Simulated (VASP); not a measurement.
# ZnS in VASP: one cell, several levels of theory

What does VASP give for zincblende ZnS, under -4.0 % biaxial strain in the (111) plane, free along [111], the cell held fixed? Runs: PBE, r2SCAN. The results are then set beside those of Ansatz 0.2.0 for the same cell.

The runs shown are made with VASP 6.6.1. PAW datasets, plane waves. No spin polarisation and no zero-point or thermal motion.

### Step 1. Starting point

The cell comes from an earlier relaxation with r2SCAN in another program, then strained, with the atoms relaxed again.

It is trigonal, R3m (No. 160); a = 3.658 Å, c = 9.580 Å in the conventional setting, 18.50 Å³ an atom. Zn has 4 S at 2.29–2.31 Å; S has 4 Zn at 2.29–2.31 Å.

Coordinates:

```cif
data_structure
_symmetry_space_group_name_H-M 'P 1'
_symmetry_Int_Tables_number 1
_cell_length_a 3.8284
_cell_length_b 3.8284
_cell_length_c 3.8284
_cell_angle_alpha 57.070
_cell_angle_beta 57.070
_cell_angle_gamma 57.070
_cell_volume 37.00
loop_
_atom_site_label
_atom_site_type_symbol
_atom_site_fract_x
_atom_site_fract_y
_atom_site_fract_z
_atom_site_occupancy
Zn1 Zn 0.00430 0.00430 0.00430 1
S1 S 0.24570 0.24570 0.24570 1
```

### Step 2. Single point with PBE

File INCAR:

```
ENCUT = 520.000000
SIGMA = 0.020000
EDIFF = 1.00e-07
GGA = PE
PREC = Accurate
IBRION = -1
ISIF = 2
ISMEAR = -1
NBANDS = 16
NELM = 120
NSW = 0
LASPH = .TRUE.
LCHARG = .FALSE.
LWAVE = .FALSE.
LREAL = .FALSE.
```

File KPOINTS:

```
KPOINTS created by Atomic Simulation Environment
0
Gamma
8 8 8
0 0 0
```

File KPOINTS_OPT:

```
special points
6
Reciprocal
0.0000000000 0.0000000000 0.0000000000 1
-0.5000000000 -0.5000000000 0.0000000000 1
-0.3750000000 -0.3750000000 0.2500000000 1
-0.3750000000 0.0000000000 0.3750000000 1
0.0000000000 0.0000000000 0.5000000000 1
-0.5000000000 -0.2500000000 0.2500000000 1
```

File POSCAR:

```
Zn S
 1.0000000000000000
     0.1194525264000000    2.7057749247000000    2.7057749247000000
     2.7057749247000000    0.1194525264000000    2.7057749247000000
     2.7057749247000000    2.7057749247000000    0.1194525264000000
 Zn  S
   1   1
Cartesian
  0.0237799178023345  0.0237799178023345  0.0237799178023345
  1.3589706761476661  1.3589706761476661  1.3589706761476661
```

Potentials: the recommended PBE PAW datasets, 18 valence electrons in the neutral cell.

Launch:

```
$ mpirun -np 1 vasp_std
```

Standard output, without the iteration lines:

```text
POSCAR found type information on POSCAR ZnS
 POSCAR found :  2 types and       2 ions
 LDA part: xc-table for (Slater+PW92), standard interpolation
 POSCAR, INCAR and KPOINTS ok, starting setup
 FFT: planning ... GRIDC
 FFT: planning ... GRID_SOFT
 FFT: planning ... GRID
 WAVECAR not read
 entering main loop
 Start KPOINTS_OPT (optional k-point list driver)
k-point batch [1-6\6]
```

OSZICAR:

```text
N       E                     dE             d eps       ncg     rms          rms(c)
DAV:   1     0.911775128862E+02    0.91178E+02   -0.89500E+03  2088   0.138E+03
DAV:   2    -0.149887320885E+01   -0.92676E+02   -0.86365E+02  2440   0.266E+02
DAV:   3    -0.712773565632E+01   -0.56289E+01   -0.56084E+01  2560   0.637E+01
DAV:   4    -0.718613449616E+01   -0.58399E-01   -0.58387E-01  2600   0.677E+00
DAV:   5    -0.718677243529E+01   -0.63794E-03   -0.63793E-03  2576   0.678E-01    0.776E+00
DAV:   6    -0.676953044137E+01    0.41724E+00   -0.75149E-01  3104   0.313E+01    0.598E+00
DAV:   7    -0.674541415203E+01    0.24116E-01   -0.27688E-01  2608   0.492E+00    0.296E+00
DAV:   8    -0.674454297687E+01    0.87118E-03   -0.62885E-03  2672   0.118E+00    0.770E-01
DAV:   9    -0.674465416804E+01   -0.11119E-03   -0.14937E-03  2592   0.300E-01    0.871E-02
DAV:  10    -0.674477989646E+01   -0.12573E-03   -0.17432E-04  2584   0.980E-02    0.439E-02
DAV:  11    -0.674480017084E+01   -0.20274E-04   -0.41000E-05  2464   0.523E-02    0.107E-02
DAV:  12    -0.674480102284E+01   -0.85201E-06   -0.28405E-06  2752   0.173E-02    0.591E-03
DAV:  13    -0.674480120683E+01   -0.18398E-06   -0.43653E-07  2488   0.900E-03    0.205E-03
DAV:  14    -0.674480119774E+01    0.90913E-08   -0.30422E-08  2136   0.341E-03
   1 F= -.67448012E+01 E0= -.67448012E+01  d E =-.254245E-10
       N       E                     dE             ncg
DAV:   1     0.229770227163E+04   -0.32883E+04      200
DAV:   2     0.179669926436E+04   -0.50100E+03      224
DAV:   3     0.176695836995E+04   -0.29741E+02      248
DAV:   4     0.176670419198E+04   -0.25418E+00      240
DAV:   5     0.176670155936E+04   -0.26326E-02      248
DAV:   6     0.176670151599E+04   -0.43374E-04      232
DAV:   7     0.176670151512E+04   -0.86926E-06      264
DAV:   8     0.176670151510E+04   -0.16377E-07      176
```

The lines after F= are the extra pass for the points of KPOINTS_OPT, at fixed density; their E is not a total energy.

From OUTCAR:

```text
k-points           NKPTS =     65   k-points in BZ     NKDIM =     65   number of bands    NBANDS=     16

   NELECT =      18.0000    total number of electrons

   dimension x,y,z NGX =    28 NGY =   28 NGZ =   28
   dimension x,y,z NGXF=    56 NGYF=   56 NGZF=   56

  energy-cutoff  :      520.00
  volume of cell :       37.00
      direct lattice vectors                 reciprocal lattice vectors
     0.119452526  2.705774925  2.705774925    -0.197499914  0.189149484  0.189149484
     2.705774925  0.119452526  2.705774925     0.189149484 -0.197499914  0.189149484
     2.705774925  2.705774925  0.119452526     0.189149484  0.189149484 -0.197499914

 k-points in reciprocal lattice and weights: KPOINTS created by Atomic Simulation Env
   0.00000000  0.00000000  0.00000000       0.002
   0.12500000 -0.00000000 -0.00000000       0.012
   0.25000000 -0.00000000 -0.00000000       0.012
   0.37500000  0.00000000  0.00000000       0.012
   0.50000000 -0.00000000 -0.00000000       0.006
   0.12500000  0.12500000  0.00000000       0.012
   0.25000000  0.12500000 -0.00000000       0.023
   0.37500000  0.12500000  0.00000000       0.023
[... 57 more k-points ...]

 E-fermi :   3.2481

 k-point     1 :       0.0000    0.0000    0.0000
  band No.  band energies     occupation
      1     -10.8670      2.00000
      2      -3.9251      2.00000
      3      -3.8548      2.00000
      4      -3.8548      2.00000
      5      -3.3115      2.00000
      6      -3.3115      2.00000
      7       2.4247      2.00000
      8       2.8759      2.00000
      9       2.8759      2.00000
     10       5.0052      0.00000
     11       8.6372      0.00000
     12       9.4180      0.00000
     13       9.4180      0.00000
     14      14.5853      0.00000
     15      14.5853      0.00000
     16      14.9882      0.00000

 k-point     2 :       0.1250   -0.0000   -0.0000
  band No.  band energies     occupation
      1     -10.7307      2.00000
      2      -3.9067      2.00000
      3      -3.8521      2.00000
      4      -3.8337      2.00000
      5      -3.3163      2.00000
      6      -3.3116      2.00000
      7       1.6565      2.00000
      8       2.3293      2.00000
      9       2.7058      2.00000
     10       5.7537      0.00000
     11       9.0179      0.00000
     12       9.2625      0.00000
     13       9.6588      0.00000
     14      13.7810      0.00000
     15      14.0398      0.00000
     16      15.7403      0.00000

 k-point     3 :       0.2500   -0.0000   -0.0000
  band No.  band energies     occupation
      1     -10.3717      2.00000
      2      -3.8686      2.00000
      3      -3.7982      2.00000
      4      -3.7902      2.00000
      5      -3.3184      2.00000
      6      -3.3011      2.00000
      7      -0.1523      2.00000
      8       1.9511      2.00000
      9       2.3397      2.00000
     10       6.2018      0.00000
     11       9.3507      0.00000
     12       9.8955      0.00000
     13      10.0923      0.00000
     14      13.3759      0.00000
     15      14.0671      0.00000
     16      15.0266      0.00000

 k-point     4 :       0.3750    0.0000    0.0000
  band No.  band energies     occupation
      1      -9.9575      2.00000
      2      -3.7882      2.00000
      3      -3.7605      2.00000
      4      -3.6218      2.00000
      5      -3.2976      2.00000
      6      -3.2719      2.00000
      7      -1.8044      2.00000
      8       1.6348      2.00000
      9       2.0172      2.00000
     10       6.0588      0.00000
     11       9.4890      0.00000
     12       9.7192      0.00000
     13      11.2510      0.00000
     14      14.2971      0.00000
     15      14.8817      0.00000
     16      15.4888      0.00000

 k-point     5 :       0.5000   -0.0000   -0.0000
  band No.  band energies     occupation
      1      -9.7643      2.00000
      2      -3.7653      2.00000
      3      -3.7528      2.00000
      4      -3.3288      2.00000
      5      -3.2535      2.00000
      6      -3.0639      2.00000
      7      -2.8852      2.00000
      8       1.5132      2.00000
      9       1.8925      2.00000
     10       5.9584      0.00000
     11       9.4181      0.00000
     12       9.5862      0.00000
     13      11.7855      0.00000
     14      15.1852      0.00000
     15      15.4934      0.00000
     16      16.9776      0.00000

 k-point     6 :       0.1250    0.1250    0.0000
  band No.  band energies     occupation
      1     -10.6921      2.00000
      2      -3.9230      2.00000
      3      -3.8401      2.00000
      4      -3.8139      2.00000
      5      -3.3316      2.00000
      6      -3.2984      2.00000
      7       1.5664      2.00000
      8       2.1734      2.00000
      9       2.4480      2.00000
     10       6.1794      0.00000
     11       8.4081      0.00000
     12       9.6473      0.00000
     13      10.0506      0.00000
     14      12.8347      0.00000
     15      14.7852      0.00000
     16      16.3244      0.00000

 k-point     7 :       0.2500    0.1250   -0.0000
  band No.  band energies     occupation
      1     -10.4119      2.00000
      2      -3.9156      2.00000
      3      -3.7889      2.00000
      4      -3.7656      2.00000
      5      -3.3412      2.00000
      6      -3.2867      2.00000
      7       0.3434      2.00000
      8       1.6311      2.00000
      9       2.0698      2.00000
     10       6.7949      0.00000
     11       8.5353      0.00000
     12      10.1540      0.00000
     13      10.3451      0.00000
     14      12.5512      0.00000
     15      14.6769      0.00000
     16      16.7049      0.00000

 k-point     8 :       0.3750    0.1250    0.0000
  band No.  band energies     occupation
      1     -10.0110      2.00000
      2      -3.8283      2.00000
      3      -3.7387      2.00000
      4      -3.6745      2.00000
      5      -3.3184      2.00000
      6      -3.2662      2.00000
      7      -1.2290      2.00000
      8       1.2740      2.00000
      9       1.6078      2.00000
     10       6.7574      0.00000
     11       9.1130      0.00000
     12      10.2974      0.00000
     13      10.6945      0.00000
     14      13.6963      0.00000
     15      15.4123      0.00000
     16      16.1066      0.00000

[... the tables of k-points 9 to 65 left out ...]

  Total        1.6836087      1.6836087      1.6836087     -0.5252487     -0.5252487     -0.5252487
  in kB       72.9092418     72.9092418     72.9092418    -22.7460703    -22.7460703    -22.7460703
  external PRESSURE =      72.9092418 kB  Pullay stress =       0.0000000 kB

 POSITION                                       TOTAL-FORCE (eV/Angst)
 -----------------------------------------------------------------------------------
      0.02378      0.02378      0.02378         0.013324      0.013324      0.013324
      1.35897      1.35897      1.35897        -0.013324     -0.013324     -0.013324
 -----------------------------------------------------------------------------------
    total drift:                               -0.000218     -0.000218     -0.000218

  FREE ENERGIE OF THE ION-ELECTRON SYSTEM (eV)
  ---------------------------------------------------
  free  energy   TOTEN  =        -6.7448011977 eV

  energy  without entropy=       -6.7448011977  energy(sigma->0) =       -6.74480120
```

Hardware: 1 MPI rank of Intel Xeon Platinum 8488C, shared host.

The levels at the points of KPOINTS_OPT are read from vasprun.xml.

Band energies at the special points (eV, zero at the top of v, the last band that the electrons fill by count):

| point | v−1 | v | c | c+1 |
| --- | --- | --- | --- | --- |
| Γ | 0.00 | 0.00 | 2.13 | 5.76 |
| X | -2.82 | -2.33 | 2.93 | 4.08 |
| U | -3.66 | -1.90 | 4.25 | 5.54 |
| K | -3.45 | -2.34 | 3.56 | 6.34 |
| L | -1.36 | -0.98 | 3.08 | 6.54 |
| W | -3.28 | -3.02 | 5.35 | 6.22 |

PBE gives a direct gap of 2.13 eV at Γ. The pressure is 7.29 GPa, and the largest force is 0.023 eV/Å, on atom 1 (Zn).

(Part 1 of 2 ends here.)
